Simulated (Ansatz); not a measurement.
# Zinc, beta-Sn type under revPBE: from relaxation to bulk modulus

The plan for zinc in the beta-Sn type structure: relax it, solve it on a dense k-mesh, then scale the cell to 7 volumes from 88 to 112 % of the relaxed one and try a fit of the equation of state. Spin polarisation is left out. The k-meshes are 13×13×9 for the relaxation; 24×24×12 for the dense run; 17×17×8 for the volumes.

Method: DFT revPBE, plane waves (420 eV) with PAW, scalar-relativistic; the PAW data stem from PBE, with regenerated cores, in Ansatz 0.2.0.

### 1 The system as given

Symmetry: I4_1/amd, No. 141, tetragonal system. The conventional cell has a = 4.891 Å, b = 4.891 Å, c = 2.671 Å, α = 90.00°, β = 90.00°, γ = 90.00°. Around Zn (site symmetry -4m2) lie 6 Zn at 2.54 to 2.67 Å.

Coordinates:

```cif
data_structure
_symmetry_space_group_name_H-M 'I4_1/amd:1'
_symmetry_Int_Tables_number 141
_cell_length_a 4.8910
_cell_length_b 4.8910
_cell_length_c 2.6705
_cell_angle_alpha 90.000
_cell_angle_beta 90.000
_cell_angle_gamma 90.000
_cell_volume 63.88
loop_
_atom_site_label
_atom_site_type_symbol
_atom_site_symmetry_multiplicity
_atom_site_Wyckoff_symbol
_atom_site_fract_x
_atom_site_fract_y
_atom_site_fract_z
_atom_site_occupancy
Zn1 Zn 4 a 0.00000 0.00000 0.00000 1
```

### 2 Geometry optimisation

File input.yaml:

```yaml
crystal:
  lattice:
    - [-2.4455159034, 2.4455159034, 1.3352516833]
    - [2.4455159034, -2.4455159034, 1.3352516833]
    - [2.4455159034, 2.4455159034, -1.3352516833]
  atoms:
    - { symbol: Zn, position: [0.0, 0.0, 0.0] }
    - { symbol: Zn, position: [0.75, 0.25, 0.5] }
hamiltonian:
  xc: revpbe
  pseudopotentials:
    kind: paw
    azcp:
      Zn: "pseudopotentials/Zn.paw.azcp"
basis:
  ecutwfc: 420
  fft_grid_basis: typed
kpoints:
  mp_grid: { grid: [13, 13, 9], shift: [0, 0, 0] }
magnetization:
  spin_polarized: false
scf:
  occupations: { method: fermi_dirac, width: 0.1 }
relax:
  max_steps: 60
  f_tol: 0.01
  cell: {}
```

Standard output:

```text
Warning: crystal.symmetry: narrowed to the stabiliser of the k-point mesh — unitary ops 16 → 4; excluded 12 operations that carry a point of the 13×13×9 mesh (shift [0, 0, 0]) off the mesh (the run samples exactly the mesh kpoints.mp_grid names, as under crystal.symmetry.detect: false, and its converged state has the mesh's symmetry, not the crystal's; ε∞, the Born charges and the force constants of a linear response (`dielectric:` by the response, `phonons.method: dfpt`) are averaged over those of the crystal's operations that the state keeps within a tolerance, where `mesh_tensors`, `unaveraged_element` or `gamma_mean_max_change_ev_ang2` stands beside them; a row that `dielectric.field_direction` solves alone is averaged likewise, with nothing beside; a Γ-centred mesh of equal divisions is mapped onto itself by every operation and keeps the whole group, as does a half-shifted one under kpoints.further_shifts: images)
Warning: RAYON_NUM_THREADS=2 ignored (pool sized by the plan → 2); use --threads N
Engine: ansatz 0.2.0, aarch64-unknown-linux-gnu
Pseudopotentials: kind: paw
Pseudopotential: Zn, paw, valence charge 12, recommended cutoff 420 eV (normal), <dir>
Functional definition: revPBE
  parameter kappa = 1.245
  parameter beta = 0.06672455060314922
  exchange = pbe_x(kappa = kappa, mu = beta*pi^2/3)
  correlation = pbe_c(beta = beta)
Crystal: 2 atoms, lattice volume = 31.942 Å³
Basis set: ecut = 420 eV, 617 PW (Γ), exchange–correlation on 50×50×50 points (8 copies of the dense FFT grid, shifted against one another)
Bands: 16, of which v1, the nominal top of the filled ones, is band 12 counted from 1 (11 counted from 0)
Symmetry: 4 space group operations
k-points: 413 of 1521
Non-local potential: Zn, projectors of the file, l = 0: 2, l = 1: 2, l = 2: 3, l = 3: 1
PAW form: soft (Blöchl's): semilocal exchange-correlation on the pseudo side does not see the compensation charge
PAW frozen core: Zn, regenerated for the run's functional, and the local potential with it (the file was generated under x = pbe(κ = 0.804, μ = 0.2195149727645171), c = pbe(β = 0.06672455060314922))
PAW one-centre angular grid: Zn, 590 points (default); XC on 64 Gauss nodes
Initial density: superposition of atomic densities (neutral atoms: chi_scale 0, normalization atom), corrected by the library's trained network
Initial wavefunctions: pseudopotential atomic-orbital guess
Functional: x = revpbe(κ = 1.245, μ = 0.2195149727645171), c = pbe(β = 0.06672455060314922)
SCF iter   1: F=—  HF=-6645.324272 eV  |F-HF|=—  |Δ(HF+E_count)|=         —  Δρ=6.27e-3  dr2=6.30e-3  ethr=1.77e-3  ⟨swp⟩=5.4  Hψ=32371  notcnv=0
preconditioner: auto → none  [metal: Δε(μ)=0.039 eV  Ē_g=12.656 eV  σ=0.100 eV  W_gap=0.10  n_scr=8 (ndim 8)  ℏωp=32.2 eV  f_vac=0.000  D(μ)=0.63/eV (n_scr^D=4)  sad-step TF]
SCF iter   2: F=—  HF=-6645.322585 eV  |F-HF|=—  |Δ(HF+E_count)|=   1.69e-3  Δρ=1.61e-3  dr2=4.19e-4  ethr=2.62e-5  ⟨swp⟩=2.0  Hψ=15001  notcnv=0  defer=2
SCF iter   3: F=—  HF=-6645.321952 eV  |F-HF|=—  |Δ(HF+E_count)|=   6.33e-4  Δρ=4.89e-4  dr2=4.05e-5  ethr=1.75e-6  ⟨swp⟩=2.0  Hψ=11553  notcnv=0  defer=2
SCF iter   4: F=—  HF=-6645.321957 eV  |F-HF|=—  |Δ(HF+E_count)|=   5.60e-6  Δρ=2.07e-4  dr2=6.04e-6  ethr=1.69e-7  ⟨swp⟩=2.0  Hψ=11564  notcnv=0  defer=2
SCF iter   5: F=—  HF=-6645.321957 eV  |F-HF|=—  |Δ(HF+E_count)|=   1.29e-7  Δρ=4.70e-5  dr2=3.87e-7  ethr=2.52e-8  ⟨swp⟩=2.0  Hψ=11561  notcnv=0  defer=2
SCF iter   6: F=—  HF=-6645.321957 eV  |F-HF|=—  |Δ(HF+E_count)|=   1.92e-8  Δρ=2.43e-5  dr2=1.05e-7  ethr=4.17e-10  ⟨swp⟩=4.1  Hψ=23440  notcnv=0
SCF iter   7: F=-6645.321957 eV  HF=-6645.321957 eV  |F-HF|=2.10e-8  |Δ(HF+E_count)|=   2.61e-8  Δρ=1.02e-5  dr2=1.90e-8  ethr=4.17e-10  ⟨swp⟩=4.0  Hψ=23043  notcnv=0
SCF 1 converged in 7 iterations: F = -6645.321957 eV  dr2 = 1.90e-8
relax step   1: F+E_penalty+E_count = -6645.32195736 eV  Δ(F+E_penalty+E_count) = +0.000e0 eV  max|allowed force component| = 1.360e-5 eV/Å  Δτ_max = 0.0000 Å  P = +7.715 GPa  Ω = 31.942 Å³  (7 SCF iters, dr2 threshold 1.00e-7 eV, accepted)
[... from here on, the SCF cycles and remarks between the steps are left out ...]
relax step   2: F+E_penalty+E_count = -6645.40284274 eV  Δ(F+E_penalty+E_count) = -8.089e-2 eV  max|allowed force component| = 2.622e-4 eV/Å  Δτ_max = 0.0000 Å  P = +2.989 GPa  Ω = 34.116 Å³  energy of the carried Pulay correction = -1.536e-3 eV  (5 SCF iters, dr2 threshold 2.00e-7 eV, accepted)
relax step   3: F+E_penalty+E_count = -6645.43244466 eV  Δ(F+E_penalty+E_count) = -2.960e-2 eV  max|allowed force component| = 1.128e-3 eV/Å  Δτ_max = 0.0004 Å  P = +0.375 GPa  Ω = 35.701 Å³  energy of the carried Pulay correction = -2.612e-3 eV  (5 SCF iters, dr2 threshold 2.00e-7 eV, accepted)
relax step   4: F+E_penalty+E_count = -6645.44736593 eV  Δ(F+E_penalty+E_count) = -1.492e-2 eV  max|allowed force component| = 3.829e-4 eV/Å  Δτ_max = 0.0012 Å  P = -0.235 GPa  Ω = 35.778 Å³  energy of the carried Pulay correction = -2.702e-3 eV  (5 SCF iters, dr2 threshold 2.00e-7 eV, accepted)
relax step   5: F+E_penalty+E_count = -6645.45277852 eV  Δ(F+E_penalty+E_count) = -5.413e-3 eV  max|allowed force component| = 1.236e-3 eV/Å  Δτ_max = 0.0011 Å  P = -0.248 GPa  Ω = 35.470 Å³  energy of the carried Pulay correction = -2.531e-3 eV  (5 SCF iters, dr2 threshold 2.00e-7 eV, accepted)
relax step   6: F+E_penalty+E_count = -6645.45581864 eV  Δ(F+E_penalty+E_count) = -3.040e-3 eV  max|allowed force component| = 6.166e-3 eV/Å  Δτ_max = 0.0030 Å  P = -0.181 GPa  Ω = 34.653 Å³  energy of the carried Pulay correction = -2.035e-3 eV  (6 SCF iters, dr2 threshold 2.00e-7 eV, accepted)
relax step   7: F+E_penalty+E_count = -6645.46083314 eV  Δ(F+E_penalty+E_count) = -5.014e-3 eV  max|allowed force component| = 3.523e-3 eV/Å  Δτ_max = 0.0006 Å  P = +0.047 GPa  Ω = 34.720 Å³  energy of the carried Pulay correction = -2.054e-3 eV  (4 SCF iters, dr2 threshold 2.00e-7 eV, accepted)
relax step   8: F+E_penalty+E_count = -6645.47223408 eV  Δ(F+E_penalty+E_count) = -1.140e-2 eV  max|allowed force component| = 6.264e-3 eV/Å  Δτ_max = 0.0083 Å  P = +0.312 GPa  Ω = 33.902 Å³  energy of the carried Pulay correction = -1.497e-3 eV  (6 SCF iters, dr2 threshold 2.00e-7 eV, accepted)
relax step   9: F+E_penalty+E_count = -6645.48350350 eV  Δ(F+E_penalty+E_count) = -1.127e-2 eV  max|allowed force component| = 9.565e-3 eV/Å  Δτ_max = 0.0110 Å  P = +0.470 GPa  Ω = 33.287 Å³  energy of the carried Pulay correction = -1.062e-3 eV  (5 SCF iters, dr2 threshold 2.00e-7 eV, accepted)
relax step  10: F+E_penalty+E_count = -6645.51338394 eV  Δ(F+E_penalty+E_count) = -2.988e-2 eV  max|allowed force component| = 2.257e-2 eV/Å  Δτ_max = 0.0324 Å  P = -0.435 GPa  Ω = 32.935 Å³  energy of the carried Pulay correction = -7.679e-4 eV  (6 SCF iters, dr2 threshold 2.00e-7 eV, accepted)
relax step  11: F+E_penalty+E_count = -6645.55226916 eV  Δ(F+E_penalty+E_count) = -3.889e-2 eV  max|allowed force component| = 3.144e-2 eV/Å  Δτ_max = 0.0355 Å  P = +0.255 GPa  Ω = 31.778 Å³  energy of the carried Pulay correction = +1.063e-4 eV  (6 SCF iters, dr2 threshold 2.00e-7 eV, accepted)
relax step  12: F+E_penalty+E_count = -6645.57513318 eV  Δ(F+E_penalty+E_count) = -2.286e-2 eV  max|allowed force component| = 2.283e-2 eV/Å  Δτ_max = 0.0512 Å  P = -1.128 GPa  Ω = 31.087 Å³  energy of the carried Pulay correction = +6.553e-4 eV  (6 SCF iters, dr2 threshold 2.00e-7 eV, accepted)
relax step  13: F+E_penalty+E_count = -6645.58049636 eV  Δ(F+E_penalty+E_count) = -5.363e-3 eV  max|allowed force component| = 1.387e-2 eV/Å  Δτ_max = 0.0449 Å  P = +0.620 GPa  Ω = 30.265 Å³  energy of the carried Pulay correction = +1.287e-3 eV  (6 SCF iters, dr2 threshold 2.00e-7 eV, accepted)
relax step  14: F+E_penalty+E_count = -6645.57773212 eV  Δ(F+E_penalty+E_count) = +2.764e-3 eV  max|allowed force component| = 3.799e-2 eV/Å  Δτ_max = 0.0284 Å  P = -0.691 GPa  Ω = 31.110 Å³  energy of the carried Pulay correction = +6.469e-4 eV  (5 SCF iters, dr2 threshold 2.00e-7 eV, rejected (line search))
relax step  15: F+E_penalty+E_count = -6645.58119180 eV  Δ(F+E_penalty+E_count) = -6.954e-4 eV  max|allowed force component| = 8.010e-3 eV/Å  Δτ_max = 0.0099 Å  P = +0.183 GPa  Ω = 30.598 Å³  energy of the carried Pulay correction = +1.036e-3 eV  (8 SCF iters, accepted)
relax step  16: F+E_penalty+E_count = -6645.58128148 eV  Δ(F+E_penalty+E_count) = -8.968e-5 eV  max|allowed force component| = 9.484e-4 eV/Å  Δτ_max = 0.0077 Å  P = -0.024 GPa  Ω = 30.631 Å³  energy of the carried Pulay correction = +1.010e-3 eV  (4 SCF iters, dr2 threshold 2.00e-7 eV, accepted)
relax step  17: F+E_penalty+E_count = -6645.58134678 eV  Δ(F+E_penalty+E_count) = -6.530e-5 eV  max|allowed force component| = 1.244e-3 eV/Å  Δτ_max = 0.0029 Å  P = -0.001 GPa  Ω = 30.622 Å³  energy of the carried Pulay correction = +1.014e-3 eV  (4 SCF iters, dr2 threshold 2.60e-8 eV, accepted)
relax step  18: F+E_penalty+E_count = -6645.58143693 eV  Δ(F+E_penalty+E_count) = -9.015e-5 eV  max|allowed force component| = 2.482e-3 eV/Å  Δτ_max = 0.0042 Å  P = -0.028 GPa  Ω = 30.618 Å³  energy of the carried Pulay correction = +1.013e-3 eV  (4 SCF iters, dr2 threshold 2.93e-8 eV, accepted)
relax step  19: F+E_penalty+E_count = -6645.58410078 eV  Δ(F+E_penalty+E_count) = -2.664e-3 eV  max|allowed force component| = 1.255e-2 eV/Å  Δτ_max = 0.0455 Å  P = -0.022 GPa  Ω = 30.460 Å³  energy of the carried Pulay correction = +1.076e-3 eV  (6 SCF iters, dr2 threshold 7.79e-8 eV, accepted)
relax step  20: F+E_penalty+E_count = -6645.57536724 eV  Δ(F+E_penalty+E_count) = +8.734e-3 eV  max|allowed force component| = 1.868e-2 eV/Å  Δτ_max = 0.0306 Å  P = +0.640 GPa  Ω = 30.267 Å³  energy of the carried Pulay correction = +1.169e-3 eV  (6 SCF iters, dr2 threshold 2.00e-7 eV, rejected (line search))
relax step  21: F+E_penalty+E_count = -6645.58296831 eV  Δ(F+E_penalty+E_count) = +1.132e-3 eV  max|allowed force component| = 4.049e-2 eV/Å  Δτ_max = 0.0387 Å  P = -0.154 GPa  Ω = 30.671 Å³  energy of the carried Pulay correction = +9.048e-4 eV  (8 SCF iters, rejected (line search))
relax step  22: F+E_penalty+E_count = -6645.58492947 eV  Δ(F+E_penalty+E_count) = -8.287e-4 eV  max|allowed force component| = 1.103e-3 eV/Å  Δτ_max = 0.0063 Å  P = +0.006 GPa  Ω = 30.511 Å³  energy of the carried Pulay correction = +1.034e-3 eV  (7 SCF iters, accepted)
relax step  23: F+E_penalty+E_count = -6645.58525739 eV  Δ(F+E_penalty+E_count) = -3.279e-4 eV  max|allowed force component| = 6.523e-4 eV/Å  Δτ_max = 0.0046 Å  P = +0.018 GPa  Ω = 30.502 Å³  energy of the carried Pulay correction = +1.031e-3 eV  (4 SCF iters, dr2 threshold 1.68e-7 eV, accepted)
relax step  24: F+E_penalty+E_count = -6645.58525732 eV  Δ(F+E_penalty+E_count) = +6.775e-8 eV  max|allowed force component| = 1.209e-3 eV/Å  Δτ_max = 0.0002 Å  P = -0.045 GPa  Ω = 30.507 Å³  energy of the carried Pulay correction = +1.029e-3 eV  (4 SCF iters, dr2 threshold 1.63e-8 eV, accepted)
relax step  25: F+E_penalty+E_count = -6645.58527036 eV  Δ(F+E_penalty+E_count) = -1.304e-5 eV  max|allowed force component| = 5.254e-4 eV/Å  Δτ_max = 0.0007 Å  P = +0.027 GPa  Ω = 30.495 Å³  energy of the carried Pulay correction = +1.038e-3 eV  (3 SCF iters, dr2 threshold 4.40e-8 eV, accepted)
relax step  26: F+E_penalty+E_count = -6645.58526665 eV  Δ(F+E_penalty+E_count) = +3.714e-6 eV  max|allowed force component| = 7.675e-5 eV/Å  Δτ_max = 0.0003 Å  P = +0.001 GPa  Ω = 30.502 Å³  energy of the carried Pulay correction = +1.033e-3 eV  (2 SCF iters, dr2 threshold 9.88e-9 eV, accepted)
relax step  27: F+E_penalty+E_count = -6645.67669461 eV  Δ(F+E_penalty+E_count) = -9.143e-2 eV  max|allowed force component| = 1.276e-2 eV/Å  Δτ_max = 0.0000 Å  P = +3.446 GPa  Ω = 30.502 Å³  stress off target by 9.75e0 GPa  SCF on the basis re-selected at this cell (its energy is not comparable with the rows above)  (7 SCF iters)
relax step  28: F+E_penalty+E_count = -6645.71499527 eV  Δ(F+E_penalty+E_count) = -3.830e-2 eV  max|allowed force component| = 2.579e-2 eV/Å  Δτ_max = 0.0262 Å  P = +1.983 GPa  Ω = 30.812 Å³  energy of the carried Pulay correction = -2.675e-4 eV  (5 SCF iters, dr2 threshold 2.00e-7 eV, accepted)
relax step  29: F+E_penalty+E_count = -6645.74308164 eV  Δ(F+E_penalty+E_count) = -2.809e-2 eV  max|allowed force component| = 2.586e-2 eV/Å  Δτ_max = 0.0395 Å  P = +0.184 GPa  Ω = 31.253 Å³  energy of the carried Pulay correction = -6.243e-4 eV  (5 SCF iters, dr2 threshold 2.00e-7 eV, accepted)
relax step  30: F+E_penalty+E_count = -6645.74686027 eV  Δ(F+E_penalty+E_count) = -3.779e-3 eV  max|allowed force component| = 1.316e-2 eV/Å  Δτ_max = 0.0232 Å  P = +0.127 GPa  Ω = 31.204 Å³  energy of the carried Pulay correction = -5.864e-4 eV  (5 SCF iters, dr2 threshold 2.00e-7 eV, accepted)
relax step  31: F+E_penalty+E_count = -6645.74743329 eV  Δ(F+E_penalty+E_count) = -5.730e-4 eV  max|allowed force component| = 1.057e-2 eV/Å  Δτ_max = 0.0082 Å  P = -0.008 GPa  Ω = 31.262 Å³  energy of the carried Pulay correction = -6.304e-4 eV  (4 SCF iters, dr2 threshold 2.00e-7 eV, accepted)
relax step  32: F+E_penalty+E_count = -6645.74787025 eV  Δ(F+E_penalty+E_count) = -4.370e-4 eV  max|allowed force component| = 6.265e-3 eV/Å  Δτ_max = 0.0188 Å  P = -0.032 GPa  Ω = 31.299 Å³  energy of the carried Pulay correction = -6.576e-4 eV  (3 SCF iters, dr2 threshold 1.83e-7 eV, accepted)
relax step  33: F+E_penalty+E_count = -6645.74797649 eV  Δ(F+E_penalty+E_count) = -1.062e-4 eV  max|allowed force component| = 2.812e-4 eV/Å  Δτ_max = 0.0103 Å  P = +0.090 GPa  Ω = 31.235 Å³  energy of the carried Pulay correction = -6.048e-4 eV  (5 SCF iters, dr2 threshold 3.54e-8 eV, accepted)
relax step  34: F+E_penalty+E_count = -6645.74796045 eV  Δ(F+E_penalty+E_count) = +1.603e-5 eV  max|allowed force component| = 9.084e-4 eV/Å  Δτ_max = 0.0005 Å  P = -0.003 GPa  Ω = 31.293 Å³  energy of the carried Pulay correction = -6.518e-4 eV  (4 SCF iters, dr2 threshold 5.50e-8 eV, accepted)
relax step  35: F+E_penalty+E_count = -6645.74864921 eV  Δ(F+E_penalty+E_count) = -6.888e-4 eV  max|allowed force component| = 4.713e-4 eV/Å  Δτ_max = 0.0000 Å  P = +0.009 GPa  Ω = 31.293 Å³  stress off target by 4.65e-2 GPa  SCF on the basis re-selected at this cell (its energy is not comparable with the rows above)  (6 SCF iters)
basis re-selected at this cell: Δ(F+E_penalty+E_count) = -6.888e-4 eV, ΔP = +0.013 GPa vs the last step (what re-selecting the basis moved, of the pressure what is left beyond the Pulay correction that the steps carried, after the strain that the cell walked since its last selection, with what the two solves' SCF thresholds leave and, on support functions, any second-order correction that the steps lacked; it is no measure of the basis error at this ecutwfc). The dense FFT grid was sized anew with the basis: this SCF ran on 20×20×36 points, the steps before it on 24×24×32, so part of this shift can come from that change (see relax.cell in the input reference). This SCF's stress stands 4.65e-2 GPa from its target on what of the cell is left free (relax.cell.stress_tol is 5.00e-2 GPa) and its largest allowed force component is 4.71e-4 eV/Å (relax.f_tol is 1.00e-2 eV/Å): within both
SCF converged after 6 iterations
Free energy (F): -6645.748649 eV
Harris-Foulkes:  -6645.748649 eV  (|F-HF|=1.46e-11)
Internal energy: -6645.734314 eV  (E = F + TS)
E sigma→0 (E₀):  -6645.741482 eV
Entropy (-TS):   -0.014335 eV (-7.167 meV/atom)
Fermi energy:    10.793524 eV
--- Per-component energies (eV) ---
  E_band       = 91.803260
  E_kinetic    = 261.014654
  E_local      = -3110.450746  (includes V_loc(G=0)·N_el)
  E_nonlocal   = 1221.559962
  E_hartree    = 1303.713689
  E_xc         = -275.379507
  E_vxc        = -103.788668  (∫ρ·V_xc dr)
  E_paw        = -3657.687408  (= ΣΔE_a)
  E_vpaw       = -783.958627  (= ΣTr[D̂ρ^β])
  E_aug_tail   = -0.000737  (compensation charges beyond the density's cutoff)
  E_ewald      = -2388.390414
  E_core_change = -0.113808  (= ΣΔE_core)
  E_smearing   = -0.014335  (= −TS)
  E_closure    = 0.000000  (closes the sum)
  Σ components = -6645.748649   (vs F -6645.748649, Δ=0.00e0)
--- Forces (eV/Å), atoms counted from 1 ---
  atom   1  Zn     0.00047128    -0.00047128     0.00000000
  atom   2  Zn    -0.00047128     0.00047128     0.00000000
  max |Σ_I F_I| component: 0.00e0 eV/Å
--- Stress (GPa, compression-positive) ---
        0.021618       0.011682      -0.020243
        0.011682       0.021618      -0.020243
       -0.020243      -0.020243      -0.015644
  P = ⅓ Tr σ = 0.0092 GPa (0.092 kbar)
--- Relaxed structure (33 steps of the walk, 30 accepted, 2 SCFs on fresh bases) ---
  F+E_penalty+E_count = -6645.74864921 eV   max|allowed force component| = 4.713e-4 eV/Å   (the final SCF, on the basis selected at the relaxed cell)
  cell:  # Å, volume = 31.2928 Å³
    - [-2.024969820679881, 1.6972509673361218, 1.3359023024469554]
    - [1.6972509673361218, -2.024969820679881, 1.3359023024469554]
    - [3.38404990555704, 3.38404990555704, -1.9361199825441315]
  atoms:
    - { symbol: Zn, position: [-0.0528321200284826, 0.0528321200284826, -2.704890838865181e-19] }
    - { symbol: Zn, position: [0.8028321200284825, 0.1971678799715174, 0.4999999999999997] }
```

Run time: 3.2 min. Hardware: 2 threads of an Arm CPU, shared host; peak memory 0.48 GiB.

The walk, from the log:

| step | energy change (meV/atom) | largest force (eV/Å) | pressure (GPa) | volume (Å³/atom) | accepted |
| --- | --- | --- | --- | --- | --- |
| 1 | 0.00 | 0.0000 | 7.71 | 15.971 | yes |
| 3 | -55.24 | 0.0011 | 0.38 | 17.851 | yes |
| 5 | -65.41 | 0.0012 | -0.25 | 17.735 | yes |
| 7 | -69.44 | 0.0035 | 0.05 | 17.360 | yes |
| 9 | -80.77 | 0.0096 | 0.47 | 16.643 | yes |
| 11 | -115.16 | 0.0314 | 0.25 | 15.889 | yes |
| 13 | -129.27 | 0.0139 | 0.62 | 15.133 | yes |
| 15 | -129.62 | 0.0080 | 0.18 | 15.299 | yes |
| 17 | -129.69 | 0.0012 | 0.00 | 15.311 | yes |
| 19 | -131.07 | 0.0126 | -0.02 | 15.230 | yes |
| 21 | -130.51 | 0.0405 | -0.15 | 15.335 | no |
| 23 | -131.65 | 0.0007 | 0.02 | 15.251 | yes |
| 25 | -131.66 | 0.0005 | 0.03 | 15.248 | yes |
| 27 | -177.37 | 0.0128 | 3.45 | 15.251 | yes |
| 29 | -210.56 | 0.0259 | 0.18 | 15.626 | yes |
| 31 | -212.74 | 0.0106 | -0.01 | 15.631 | yes |
| 33 | -213.01 | 0.0003 | 0.09 | 15.618 | yes |
| 35 | -213.35 | 0.0005 | 0.01 | 15.646 | yes |

Steps that repeat a cell are solved on a basis chosen anew, so their changes of energy are no gain of the relaxation.

Changes in the cell that was computed:

|  | before | after | change |
| --- | --- | --- | --- |
| a (Å) | 3.707 | 2.961 | -20.1 % |
| b (Å) | 3.707 | 2.961 | -20.1 % |
| c (Å) | 3.707 | 5.163 | +39.3 % |
| α (°) | 97.45 | 103.99 | +6.7 % |
| β (°) | 97.45 | 103.99 | +6.7 % |
| γ (°) | 137.78 | 125.49 | -8.9 % |
| volume (Å³/atom) | 15.971 | 15.646 | -2.0 % |
| shortest distance (Å) | 2.535 | 2.684 | +5.9 % |
| space group (spins left aside) | I4_1/amd | C2/c | changed |

[end of part 1 of 2]
